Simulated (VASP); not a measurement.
# I: restarted molecular dynamics, 2 variants

I, Fmmm (no. 69), 8 atoms in the cell. PBE, molecular dynamics; PAW potentials I (PBE set).

| Restart from | Temperature at the end (K) | The same without a restart (K) | Potential energy at the end (eV/atom) | The same without a restart (eV/atom) | Electronic steps in the first step after the restart | Time (s) |
|---|---|---|---|---|---|---|
| CONTCAR with velocities, WAVECAR read | 247.0 | 247.0 | -1.28218 | -1.28218 | 4 | 525 |
| CONTCAR with velocities, no WAVECAR | 247.0 | 247.0 | -1.28217 | -1.28218 | 15 | 519 |

Limits: 240 fs of 8 atoms are too short for converged averages.

## Input of the first row

INCAR.step1:
```
  GGA = PE
  PREC = Normal
  ENCUT = 200
  EDIFF = 1E-6
  NELMIN = 4
  NELM = 60
  ALGO = Fast
  LREAL = Auto
  LASPH = True
  ISMEAR = -1
  SIGMA = 0.05
  ISYM = 0
  LWAVE = True
  LCHARG = False
  IBRION = 0
  NSW = 30
  POTIM = 4.0
  TEBEG = 1000
  ISIF = 2
  RANDOM_SEED = 448363 0 0
  MDALGO = 1
  ANDERSEN_PROB = 0.0
  KPAR = 2
```

INCAR.step2, as INCAR.step1 but for:
```
- LWAVE = True
+ LWAVE = False
```

KPOINTS:
```
k-points
0
Monkhorst-Pack
  2 2 2
```

POSCAR.step1:
```
I
1.0
    0.0000000000      4.7312008856      7.8196802648
    4.3844909334      0.0000000000      7.8196802648
    4.3844909334      4.7312008856      0.0000000000
I
8
Direct
    0.0000000000      0.0000000000      0.0000000000
    0.0000000000      0.0000000000      0.5000000000
    0.0000000000      0.5000000000      0.0000000000
    0.0000000000      0.5000000000      0.5000000000
    0.5000000000      0.0000000000      0.0000000000
    0.5000000000      0.0000000000      0.5000000000
    0.5000000000      0.5000000000      0.0000000000
    0.5000000000      0.5000000000      0.5000000000
```

Commands (each step's output is kept before the next begins):
```
cat potpaw_PBE.64/I/POTCAR > POTCAR
cp INCAR.step1 INCAR
cp POSCAR.step1 POSCAR
mpirun -np 2 vasp_std > vasp.out
cp CONTCAR POSCAR
cp INCAR.step2 INCAR
mpirun -np 2 vasp_std > vasp.out
```

Changes of the last row against the first:
```
(step 1)
- LWAVE = True
+ LWAVE = False
```

VASP 6.6.1 took 525 s on 2 cores (Intel Xeon Platinum 8259CL @ 2.50GHz (Skylake/Cascade Lake)), a shared host.
